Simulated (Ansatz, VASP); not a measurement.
# CdTe: VASP beside Ansatz

Wanted: the spread between two codes on one cell, functional and k mesh.

Main program and level: Ansatz 0.2.0; plane waves, with VASP 6.6.1 beside it; band structure at LDA.

The database entry behind the starting cell differs from later determinations by our own check (an axis about 1.1 % short against later determinations), so it need not match the best structure at ambient conditions.

### Step 1. The starting structure

It takes space group F-43m (No. 216, cubic). Conventional cell: a = 6.410 Å, b = 6.410 Å, c = 6.410 Å, α = 90.00°, β = 90.00°, γ = 90.00°. Te has 4 Cd at 2.78 Å nearest. Nearest to Cd lie 4 Te at 2.78 Å. Farther neighbours and most contacts between anions are not listed.

### Step 2. VASP: band structure, LDA

Levels along a path test the potential and the projectors away from the mesh points.

Lines of VASP's logs that name or quote its potential files are left out, and so is its time.

INCAR reads:

```
SYSTEM = CdTe
PREC = Accurate
ENCUT = 380
EDIFF = 1E-08
NELM = 100
ISMEAR = 0
SIGMA = 0.01
LREAL = .FALSE.
ALGO = Normal
GGA = CA
NBANDS = 19
LORBIT = 11
LWAVE = .TRUE.
LCHARG = .FALSE.
KPAR = 4
```

POSCAR reads:

```
CdTe
1.0
    0.0000000000      3.2050000000      3.2050000000
    3.2050000000      0.0000000000      3.2050000000
    3.2050000000      3.2050000000      0.0000000000
Te Cd
1 1
Direct
    0.7500000000      0.7500000000      0.7500000000
    0.0000000000      0.0000000000      0.0000000000
```

KPOINTS reads:

```
Automatic mesh
0
Gamma
6 6 6
0 0 0
```

KPOINTS_OPT reads:

```
Line mode
12
Line-mode
Reciprocal
  0.00000000   0.00000000   0.00000000 GAMMA
  0.50000000   0.00000000   0.50000000 X

  0.50000000   0.00000000   0.50000000 X
  0.50000000   0.25000000   0.75000000 W

  0.50000000   0.25000000   0.75000000 W
  0.37500000   0.37500000   0.75000000 K

  0.37500000   0.37500000   0.75000000 K
  0.00000000   0.00000000   0.00000000 GAMMA

  0.00000000   0.00000000   0.00000000 GAMMA
  0.50000000   0.50000000   0.50000000 L

  0.50000000   0.50000000   0.50000000 L
  0.62500000   0.25000000   0.62500000 U

  0.62500000   0.25000000   0.62500000 U
  0.50000000   0.25000000   0.75000000 W

  0.50000000   0.25000000   0.75000000 W
  0.50000000   0.50000000   0.50000000 L

  0.50000000   0.50000000   0.50000000 L
  0.37500000   0.37500000   0.75000000 K

  0.62500000   0.25000000   0.62500000 U
  0.50000000   0.00000000   0.50000000 X
```

Potentials, in the order of the species: Te_GW and Cd_sv_GW (LDA family, release 64).

On the command line:

```bash
> mpirun -np 4 vasp_std
```

Numbers of over 12 decimals in the logs are rounded to 6 here.

Log:

```text
[banner, memory and clock lines left out]
running    4 mpi-ranks, on    1 nodes
 distrk:  each k-point on    1 cores,    4 groups
 distr:  one band on    1 cores,    1 groups

 POSCAR found type information on POSCAR TeCd
 POSCAR found :  2 types and       2 ions
 LDA part: xc-table for (Slater(with rela. corr.)+CA(PZ))
 , standard interpolation
 POSCAR, INCAR and KPOINTS ok, starting setup
 FFT: planning ... GRIDC
 FFT: planning ... GRID_SOFT
 FFT: planning ... GRID
 WAVECAR not read
 entering main loop
       N       E                     dE             d eps       ncg     rms          rms(c)
DAV:   1     0.279886018052E+03    0.27989E+03   -0.12697E+04   736   0.122E+03
DAV:   2     0.177685704477E+02   -0.26212E+03   -0.24509E+03   637   0.520E+02
DAV:   3    -0.553422758119E+01   -0.23303E+02   -0.23124E+02   864   0.149E+02
DAV:   4    -0.626705305603E+01   -0.73283E+00   -0.73216E+00   813   0.302E+01
DAV:   5    -0.630259516123E+01   -0.35542E-01   -0.35540E-01   930   0.642E+00    0.250E+01
DAV:   6    -0.607314235813E+01    0.22945E+00   -0.53476E-01   952   0.127E+01    0.170E+01
DAV:   7    -0.605535630260E+01    0.17786E-01   -0.27630E-01   965   0.505E+00    0.128E+00
DAV:   8    -0.604686039639E+01    0.84959E-02   -0.30125E-02   957   0.131E+00    0.366E-01
DAV:   9    -0.604592530765E+01    0.93509E-03   -0.58763E-03   861   0.729E-01    0.520E-02
DAV:  10    -0.604594533909E+01   -0.20031E-04   -0.32762E-04   845   0.158E-01    0.239E-02
DAV:  11    -0.604594593709E+01   -0.59800E-06   -0.20723E-05  1024   0.408E-02    0.485E-03
DAV:  12    -0.604594628063E+01   -0.34354E-06   -0.13215E-06   877   0.131E-02    0.846E-03
DAV:  13    -0.604594622796E+01    0.52673E-07   -0.29123E-07   992   0.904E-03    0.416E-04
DAV:  14    -0.604594622911E+01   -0.11478E-08   -0.16019E-08   631   0.896E-04
   1 F= -.60459462E+01 E0= -.60459462E+01  d E =-.299664-130
 Start KPOINTS_OPT (optional k-point list driver)
k-point batch [1-16\120]
       N       E                     dE             ncg
DAV:   1    -0.487052785217E+04   -0.11982E+05      750
DAV:   2    -0.924454964520E+04   -0.43740E+04      632
DAV:   3    -0.963093880345E+04   -0.38639E+03      864
DAV:   4    -0.964471961178E+04   -0.13781E+02      837
DAV:   5    -0.964539044254E+04   -0.67083E+00      938
DAV:   6    -0.964541195591E+04   -0.21513E-01      861
DAV:   7    -0.964541227615E+04   -0.32024E-03      892
DAV:   8    -0.964541228486E+04   -0.87146E-05      832
DAV:   9    -0.964541228506E+04   -0.19447E-06      914
DAV:  10    -0.964541228506E+04   -0.29358E-08      616
[...]
k-point batch [113-120\120]
       N       E                     dE             ncg
DAV:   1     0.323093006048E+04   -0.85917E+04      371
DAV:   2     0.111304107452E+04   -0.21179E+04      321
DAV:   3     0.946787525299E+03   -0.16625E+03      432
DAV:   4     0.941055458001E+03   -0.57321E+01      464
DAV:   5     0.940803250417E+03   -0.25221E+00      474
DAV:   6     0.940801082685E+03   -0.21677E-02      448
DAV:   7     0.940800981544E+03   -0.10114E-03      477
DAV:   8     0.940800980183E+03   -0.13616E-05      416
DAV:   9     0.940800980132E+03   -0.51121E-07      455
DAV:  10     0.940800980129E+03   -0.22915E-08      328
 writing wavefunctions
```

OUTCAR, selected parts (step 2):

```text
ion  position               nearest neighbor table
   1  0.750  0.750  0.750-   2 2.78   2 2.78   2 2.78   2 2.78
   2  0.000  0.000  0.000-   1 2.78   1 2.78   1 2.78   1 2.78

  LATTYP: Found a face centered cubic cell.
 ALAT       =     6.4100000000

 Subroutine GETGRP returns: Found 24 space group operations
 (whereof 24 operations were pure point group operations)

The static configuration has the point symmetry T_d .

 Found     16 irreducible k-points:

   k-points           NKPTS =     16   k-points in BZ     NKDIM =     16   number of bands    NBANDS=     19

   dimension x,y,z NGX =    30 NGY =   30 NGZ =   30
   dimension x,y,z NGXF=    60 NGYF=   60 NGZF=   60

   ENCUT  =  380.0 eV  27.93 Ry    5.28 a.u.   7.20  7.20  7.20*2*pi/ulx,y,z

   NELECT =      26.0000    total number of electrons

 k-points in reciprocal lattice and weights: Automatic mesh
   0.00000000  0.00000000  0.00000000       0.005
   0.16666667  0.00000000  0.00000000       0.037
   0.33333333  0.00000000  0.00000000       0.037
   0.50000000  0.00000000  0.00000000       0.019
   0.16666667  0.16666667  0.00000000       0.028
   0.33333333  0.16666667  0.00000000       0.111
   0.50000000  0.16666667  0.00000000       0.111
  -0.33333333  0.16666667  0.00000000       0.111
  -0.16666667  0.16666667  0.00000000       0.056
[...]
-0.33333333  0.33333333  0.16666667       0.111
  -0.33333333  0.50000000  0.16666667       0.056

 average (electrostatic) potential at core
       1 -90.9436       2 -90.6229

 E-fermi :   3.7689

 k-point     1 :       0.0000    0.0000    0.0000
  band No.  band energies     occupation
    ...
      9      -4.5259      2.00000
     10      -4.5259      2.00000
     11       3.5983      2.00000
     12       3.5983      2.00000
     13       3.5983      2.00000
     14       4.2397      0.00000
     15       8.1058      0.00000
     16       8.1058      0.00000
     17       8.1058      0.00000
     18      10.8478      0.00000
    ...

 k-point     2 :       0.1667    0.0000    0.0000
  band No.  band energies     occupation
    ...
      9      -4.5280      2.00000
     10      -4.5280      2.00000
     11       1.7504      2.00000
     12       3.3499      2.00000
     13       3.3499      2.00000
     14       5.3685      0.00000
     15       8.2124      0.00000
     16       8.4592      0.00000
     17       8.4592      0.00000
     18      11.8513      0.00000
    ...

 k-point     3 :       0.3333    0.0000    0.0000
  band No.  band energies     occupation
    ...
      9      -4.5238      2.00000
     10      -4.4344      2.00000
     11      -0.1876      2.00000
     12       2.9399      2.00000
     13       2.9399      2.00000
     14       5.3999      0.00000
     15       8.7504      0.00000
     16       8.7504      0.00000
     17       9.7620      0.00000
     18      11.4511      0.00000
    ...

  Total       -0.1862862     -0.1862862     -0.1862862     -0.0000000     -0.0000000      0.0000000
  in kB       -4.5329119     -4.5329119     -4.5329119     -0.0000000     -0.0000000      0.0000000
  external PRESSURE =      -4.5329119 kB  Pullay stress =       0.0000000 kB

  energy-cutoff  :      380.00
  volume of cell :       65.84
      direct lattice vectors                 reciprocal lattice vectors
     0.000000000  3.205000000  3.205000000    -0.156006240  0.156006240  0.156006240
     3.205000000  0.000000000  3.205000000     0.156006240 -0.156006240  0.156006240
     3.205000000  3.205000000  0.000000000     0.156006240  0.156006240 -0.156006240

 POSITION                                       TOTAL-FORCE (eV/Angst)
 -----------------------------------------------------------------------------------
      4.80750      4.80750      4.80750         0.000000      0.000000      0.000000
      0.00000      0.00000      0.00000        -0.000000     -0.000000     -0.000000
 -----------------------------------------------------------------------------------
    total drift:                               -0.000001     -0.000001     -0.000001

  FREE ENERGIE OF THE ION-ELECTRON SYSTEM (eV)
  ---------------------------------------------------
  free  energy   TOTEN  =        -6.0459462291 eV

  energy  without entropy=       -6.0459462291  energy(sigma->0) =       -6.04594623

 total charge
# of ion       s       p       d       f       tot
--------------------------------------------------
    1        1.571   2.641   0.052   0.000   4.263
    2        2.320   6.254   9.163   0.004  17.740
--------------------------------------------------
tot          3.890   8.895   9.215   0.004  22.004

[... 3 further parts left out ...]
```

The run ends at a pressure of -0.45 GPa.

### Step 3. Ansatz: band structure, LDA

Ansatz runs on its default PAW (the set named soft_2) files.

The same cell, functional (in two slightly different forms), mesh and smearing now go to Ansatz, which takes its cutoff from its data sets.

input.yaml reads:

```yaml
crystal:
  lattice:
    - [0.0, 3.205, 3.205]
    - [3.205, 0.0, 3.205]
    - [3.205, 3.205, 0.0]
  atoms:
    - { symbol: Te, position: [0.75, 0.75, 0.75] }
    - { symbol: Cd, position: [0.0, 0.0, 0.0] }
hamiltonian:
  xc: lda
  pseudopotentials: { kind: paw }
kpoints:
  mp_grid: { grid: [6, 6, 6] }
  band_path:
    path:
      - [0.0, 0.0, 0.0]
      - [0.18182, 0.0, 0.18182]
      - [0.36364, 0.0, 0.36364]
      - [0.5, 0.0, 0.5]
      - [0.5, 0.09091, 0.59091]
      - [0.5, 0.18182, 0.68182]
      - [0.5, 0.25, 0.75]
      - [0.45455, 0.29545, 0.75]
      - [0.40909, 0.34091, 0.75]
      - [0.375, 0.375, 0.75]
      - [0.20455, 0.20455, 0.40909]
      - [0.06818, 0.06818, 0.13636]
      - [0.04545, 0.04545, 0.04545]
      - [0.22727, 0.22727, 0.22727]
      - [0.40909, 0.40909, 0.40909]
      - [0.51136, 0.47727, 0.51136]
      - [0.55682, 0.38636, 0.55682]
      - [0.60227, 0.29545, 0.60227]
      - [0.61364, 0.25, 0.63636]
      - [0.56818, 0.25, 0.68182]
      - [0.51136, 0.25, 0.73864]
      - [0.5, 0.29545, 0.70455]
      - [0.5, 0.38636, 0.61364]
      - [0.5, 0.47727, 0.52273]
      - [0.47727, 0.47727, 0.54545]
      - [0.43182, 0.43182, 0.63636]
      - [0.38636, 0.38636, 0.72727]
      - [0.60227, 0.20455, 0.60227]
      - [0.55682, 0.11364, 0.55682]
      - [0.5, 0.0, 0.5]
    npoints: 1
scf:
  occupations: { method: gaussian, width: 0.01 }
  n_extra_bands: 7
output:
  forces: true
  stress: true
  eigenvalues: true
```

On the command line:

```bash
> ansatz run input.yaml --threads 2 --pin off --max-ram 4608MiB --backend cpu --events-out ev --progress --plain --runs-dir out
```

Log:

```text
scf.n_extra_bands = 7 over 18 filled bands (N_el = 36.0): the run solves 25 bands
Engine: ansatz 0.2.0, aarch64-unknown-linux-gnu
Pseudopotentials: kind: paw
Pseudopotential: Te, paw, valence charge 16, recommended cutoff 420 eV (normal), Te.paw.azcp
Pseudopotential: Cd, paw, valence charge 20, recommended cutoff 420 eV (normal), Cd.paw.azcp
Functional definition: SPW92
  exchange = slater_x
  correlation = pw_c
Crystal: 2 atoms, lattice volume = 65.844 Å³
Basis set: ecut = 420 eV, 1243 PW (Γ)
Bands: 25, of which v1, the nominal top of the filled ones, is band 18 counted from 1 (17 counted from 0)
Symmetry: 24 space group operations
Space group: F-43m (ITA 216), of the structure as read, at distance tolerance 4.0e-5 Å
k-points: 16 of 216 (time reversal used)
Non-local potential: Te, projectors of the file, l = 0: 2, l = 1: 2, l = 2: 2, l = 3: 2
Non-local potential: Cd, projectors of the file, l = 0: 3, l = 1: 2, l = 2: 2, l = 3: 1
PAW form: soft (Blöchl's): semilocal exchange-correlation on the pseudo side does not see the compensation charge
PAW frozen core: Te, regenerated for the run's functional, and the local potential with it (the file was generated under x = pbe(κ = 0.804, μ = 0.219515), c = pbe(β = 0.066725))
PAW frozen core: Cd, regenerated for the run's functional, and the local potential with it (the file was generated under x = pbe(κ = 0.804, μ = 0.219515), c = pbe(β = 0.066725))
PAW one-centre angular grid: Te, 590 points (default); XC on 64 Gauss nodes
PAW one-centre angular grid: Cd, 590 points (default); XC on 64 Gauss nodes
Initial density: superposition of atomic densities (neutral atoms: chi_scale 0, normalization atom), corrected by the library's trained network
Initial wavefunctions: pseudopotential atomic-orbital guess
Functional: x = slater, c = lda
SCF iter   1: F=—  HF=-14945.811322 eV  |F-HF|=—  |Δ(HF+E_count)|=         —  Δρ=6.53e-3  dr2=2.05e-2  ethr=1.77e-3  ⟨swp⟩=6.2  Hψ=1933  notcnv=0
preconditioner: auto → none  [insulator: Δε(μ)=0.571 eV  Ē_g=13.407 eV  σ=0.010 eV  W_gap=1.00  n_scr=14 (ndim 8)  ℏωp=19.4 eV  f_vac=0.179  D(μ)=0.00/eV (n_scr^D=0)  ε∞_Penn≈3.1]
SCF iter   2: F=—  HF=-14945.804307 eV  |F-HF|=—  |Δ(HF+E_count)|=   7.02e-3  Δρ=2.12e-3  dr2=1.31e-3  ethr=5.68e-5  ⟨swp⟩=3.5  Hψ=913  notcnv=0  defer=38
SCF iter   3: F=—  HF=-14945.804201 eV  |F-HF|=—  |Δ(HF+E_count)|=   1.06e-4  Δρ=1.02e-3  dr2=3.09e-4  ethr=3.63e-6  ⟨swp⟩=2.0  Hψ=564  notcnv=0  defer=38
SCF iter   4: F=—  HF=-14945.804194 eV  |F-HF|=—  |Δ(HF+E_count)|=   6.44e-6  Δρ=2.99e-4  dr2=5.39e-5  ethr=8.58e-7  ⟨swp⟩=2.0  Hψ=536  notcnv=0  defer=38
SCF iter   5: F=—  HF=-14945.804168 eV  |F-HF|=—  |Δ(HF+E_count)|=   2.65e-5  Δρ=1.96e-5  dr2=2.37e-7  ethr=1.50e-7  ⟨swp⟩=2.0  Hψ=495  notcnv=0  defer=38
SCF iter   6: F=-14945.804168 eV  HF=-14945.804168 eV  |F-HF|=2.00e-8  |Δ(HF+E_count)|=   6.37e-8  Δρ=7.06e-6  dr2=2.13e-8  ethr=2.78e-10  ⟨swp⟩=9.3  Hψ=2106  notcnv=0
SCF 1 converged in 6 iterations: F = -14945.804168 eV  dr2 = 2.13e-8
  greatest PAW one-centre occupation: 1.000 electrons in one spin orbital (limit 2), on the Cd atom at site 1 (counted from 0), in its partial waves of l = 0
NSCF: frozen V_eff on 30 k-points
SCF converged after 6 iterations
Free energy (F): -14945.804168 eV
Harris-Foulkes:  -14945.804168 eV  (|F-HF|=2.00e-8)
Internal energy: -14945.804168 eV  (E = F + TS)
E sigma→0 (E₀):  -14945.804168 eV
Fermi energy:    7.925459 eV
--- Per-component energies (eV) ---
  E_band       = -786.058334
  E_kinetic    = 687.586648
  E_local      = -5359.070744  (includes V_loc(G=0)·N_el)
  E_nonlocal   = -263.899172
  E_hartree    = 2700.116561
  E_xc         = -299.544899
  E_vxc        = -326.523569  (∫ρ·V_xc dr)
  E_paw        = -8457.692267  (= ΣΔE_a)
  E_vpaw       = -924.389871  (= ΣTr[D̂ρ^β])
  E_aug_tail   = -0.000224  (compensation charges beyond the density's cutoff)
  E_ewald      = -3954.745301
  E_core_change = 1.445230  (= ΣΔE_core)
  E_smearing   = -0.000000  (= −TS)
  E_closure    = -0.000000  (closes the sum)
  Σ components = -14945.804168   (vs F -14945.804168, Δ=0.00e0)
--- Forces (eV/Å), atoms counted from 1 ---
  atom   1  Te     0.00000000    -0.00000000     0.00000000
  atom   2  Cd    -0.00000000    -0.00000000    -0.00000000
  max |Σ_I F_I| component: 1.09e-16 eV/Å
--- Stress (GPa, compression-positive) ---
       -0.008720      -0.000000       0.000000
        0.000000      -0.008720       0.000000
       -0.000000       0.000000      -0.008720
  P = ⅓ Tr σ = -0.0087 GPa (-0.087 kbar)
--- Band table (eV; the first three rows and the last of 16) ---
  k-point 0: bands = [... 14 lower, -0.4797, 7.6210, 7.6210, 7.6210, 8.2297, 12.1324, 12.1324, 12.1324, ... 3 higher]
  k-point 1: bands = [... 14 lower, -0.4813, 5.7673, 7.3737, 7.3737, 9.3721, 12.2379, 12.4875, 12.4875, ... 3 higher]
  k-point 2: bands = [... 14 lower, -0.3923, 3.8366, 6.9642, 6.9642, 9.4105, 12.7809, 12.7809, 13.7839, ... 3 higher]
  k-point 15: bands = [... 14 lower, 0.0998, 3.1671, 5.2531, 5.3324, 11.2479, 11.2847, 14.2504, 14.5387, ... 3 higher]
```

The job ended after 4.9 s (2 threads of Arm Neoverse N1, shared host; peak memory 0.31 GiB).

### Step 4. Side by side

Known differences besides the potentials themselves: the two LDA forms differ slightly; the data sets hold 36 valence electrons in Ansatz (default PAW (the set named soft_2) files) and 26 in VASP; the cutoff is 420 eV in Ansatz and 380 eV in VASP; VASP's log shows a relativistic correction to its local exchange, Ansatz's none. Total energies have different zeros and are not compared.

Compared:

```tsv
quantity	Ansatz	VASP	difference
gap over the path points (eV)	0.609	0.641	-0.033
```

Levels at points of the path, from each program's valence-band top (eV; 4 filled, then empty):

```tsv
k (reciprocal lattice)	Ansatz	VASP
0.000 0.000 0.000	-8.10 0.00 0.00 0.00 0.61 4.51 4.51	-8.12 0.00 0.00 0.00 0.64 4.51 4.51
0.182 0.000 0.182	-8.09 -2.03 -0.75 -0.75 2.59 3.44 5.67	-8.12 -2.02 -0.75 -0.75 2.60 3.43 5.66
0.364 0.000 0.364	-7.84 -3.92 -1.73 -1.73 2.48 2.91 7.64	-7.85 -3.92 -1.74 -1.74 2.48 2.91 7.64
0.500 0.000 0.500	-7.59 -4.54 -2.00 -2.00 2.38 2.55 8.79	-7.60 -4.55 -2.00 -2.00 2.37 2.54 8.79
0.500 0.091 0.591	-7.57 -4.51 -2.15 -2.12 2.79 2.93 7.98	-7.58 -4.51 -2.15 -2.12 2.78 2.93 7.98
0.500 0.182 0.682	-7.51 -4.44 -2.40 -2.32 3.82 3.83 6.35	-7.52 -4.45 -2.41 -2.32 3.82 3.82 6.35
0.500 0.250 0.750	-7.50 -4.42 -2.48 -2.37 4.27 4.56 5.46	-7.51 -4.43 -2.49 -2.38 4.27 4.54 5.47
0.455 0.295 0.750	-7.51 -4.42 -2.61 -2.12 3.69 4.49 5.97	-7.52 -4.43 -2.62 -2.12 3.69 4.48 5.97
0.409 0.341 0.750	-7.53 -4.44 -2.72 -1.77 2.95 4.46 6.86	-7.54 -4.44 -2.73 -1.77 2.94 4.46 6.86
0.375 0.375 0.750	-7.54 -4.44 -2.74 -1.66 2.74 4.45 7.27	-7.55 -4.45 -2.75 -1.66 2.74 4.45 7.27
```

Among the levels compared at these points, filled levels agree within 24 meV and empty ones within 33 meV. Not compared: the pressure (VASP's GW data sets at this cutoff don't carry it).

### Step 5. What came out

```
difference in gap over the path points (band structure, LDA) : -0.033 eV
```

In words: The difference in gap over the path points is -0.033 eV (band structure, LDA), within the 0.08 eV picked in this series as the mark of a large difference. Such differences can come from data sets, numerical settings and the points named under the comparisons, not from the functional's error against experiment.

[Lines on the potential files, build, host, timing and source positions are cut from VASP's logs without a mark.]

[Logs are printed without paths, hosts, clocks, repeated set-up lines and the standing remarks that a program may print on its own settings, such as how far it seeks lower states.]

[Hosts, paths, dates, database ids (printed as entryN), source tags and the programs' standing remarks are cut or masked in the printed files.]
